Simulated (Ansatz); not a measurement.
Run this with Ansatz 0.2.0, Python API and show what comes out.

Script `cs.py`:
```python
"""Cohesive energy of Cs from free atoms."""

from collections import Counter

import ansatz as az

PHASES = {
    "Cs": (
        [(-3.0335, 3.0335, 3.0335), (3.0335, -3.0335, 3.0335), (3.0335, 3.0335, -3.0335)],
        [
            ("Cs", (0.0, 0.0, 0.0)),
        ],
    ),
}


def build(vectors, sites):
    crystal = az.Crystal(lattice=az.Lattice.of(vectors))
    for symbol, position in sites:
        crystal = crystal.atom(symbol, position)
    return crystal


def counts(outcome):
    return Counter(site.symbol for site in outcome.lattice.sites)

UNPAIRED = {"Cs": 1}  # unpaired electrons of the free atoms


def solve(name, crystal):
    calc = (
        crystal.calculation()
        .basis(510)
        .functional("pbe")
        .kpoints(spacing=0.15)  # the mesh must be finer for metals
        .occupations("cold", width=0.02)  # fractional filling near the Fermi level
    )
    if name.endswith(" atom"):
        calc = calc.kpoints(1, 1, 1).occupations("fermi_dirac", width=0.01)
        if UNPAIRED[name.split()[0]]:
            calc = calc.spin("collinear")
        return calc.run(threads=1)
    calc = calc.relax(force_tolerance=0.03, max_steps=40, cell=True)
    return calc.run(threads=1)


def main() -> None:
    phases = {name: build(*cell) for name, cell in PHASES.items()}
    # a box with unlike edges lets an open shell break the spherical symmetry
    for element, moment in UNPAIRED.items():
        phases[f"{element} atom"] = az.Lattice.orthorhombic(10.0, 10.5, 11.0).atom(element, (0.5, 0.5, 0.5), moment=moment or None)

    done = {}
    for name, crystal in phases.items():
        done[name] = solve(name, crystal)
        print(f"{name}: {done[name].report['energy_sigma0_ev']:.4f} eV, {len(done[name].lattice.sites)} atoms")

    print({element: round(done[f"{element} atom"].report["magnetization_mub"], 2) for element in UNPAIRED}, "muB on the free atoms")
    solid = done["Cs"]
    n = counts(solid)
    binding = (sum(k * done[f"{e} atom"].report["energy_sigma0_ev"] for e, k in n.items()) - solid.report["energy_sigma0_ev"]) / sum(n.values())
    print(f"cohesive energy {binding:.3f} eV/atom = {96.4853 * binding:.0f} kJ/mol of atoms (no zero-point energy)")


if __name__ == "__main__":
    main()
```

```console
$ python cs.py
Cs: -5670.7584 eV, 1 atoms
Cs atom: -5670.1484 eV, 1 atoms
{'Cs': 1.0} muB on the free atoms
cohesive energy 0.610 eV/atom = 59 kJ/mol of atoms (no zero-point energy)
```

Total energies depend on the potentials; only differences at equal settings carry meaning. The magnetic order follows from the starting moments and needn't be the lowest. For the metals among these phases the mesh is modest: differences between phases can be off by up to 40 meV an atom. The cells come from databases of deposited and of computed structures, and not all need be stable phases. Free atoms in a box carry small image and symmetry errors, and spin-orbit coupling is left out. Timing: 47 s on 1 thread of Arm Neoverse V2, with other jobs on the host, peak memory 1.1 GiB.
